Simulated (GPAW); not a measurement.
The system is ZrSe2.

```
Zr Se
1.0
     3.79800    0.00000    0.00000
    -1.89900    3.28916    0.00000
     0.00000    0.00000    6.19200
Zr Se
1 2
Direct
  0.00000 0.00000 0.00000
  0.66667 0.33333 0.75000
  0.33333 0.66667 0.25000
```

```yaml
Program: GPAW 26.7.0
Task: relaxation of cell and atoms
Functional: revPBE
Dispersion: D4
Potentials_or_basis: the program's PAW data sets (release 1.2.1) made for this functional
Cutoff: 600 eV
Basis: pw
k_mesh: 8 × 8 × 5
Occupations: fermi-dirac, width 0.05 eV
Spin: no spin polarisation
```

At the start: pressure -0.3 GPa; volume 25.78 Å³/atom.

Where does the relaxation end?

Over 11 steps the energy falls by 9.6 meV/atom and the volume is 24.48 Å³/atom (-5.1 %); space group P-3m1 (No. 164, to 0.05 Å).

The path:
```tsv
step	energy change (eV)	largest force (eV/Å)	pressure (GPa)	volume (Å³)
1	0.0000	0.3225	-0.33	77.35
2	-0.0036	0.2772	-0.47	77.29
3	-0.0183	0.0593	-1.35	76.53
4	-0.0202	0.0596	-1.19	76.21
5	-0.0245	0.0257	-0.08	74.69
6	-0.0248	0.0376	-0.01	74.62
7	-0.0264	0.0915	0.34	74.08
8	-0.0276	0.0958	0.44	73.62
9	-0.0285	0.0513	0.27	73.33
10	-0.0288	0.0120	0.06	73.38
11	-0.0288	0.0003	0.00	73.43
```

Final structure:
```xyz
3
Lattice="3.7413 0.0000 0.0000 -1.8707 3.2401 0.0000 0.0000 0.0000 6.0574" Properties=species:S:1:pos:R:3 pbc="T T T"
Zr    0.0000    0.0000    0.0000
Se    1.8707    1.0800    4.4597
Se    0.0000    2.1601    1.5977
```

Caveat: later steps reuse the first step's grids.
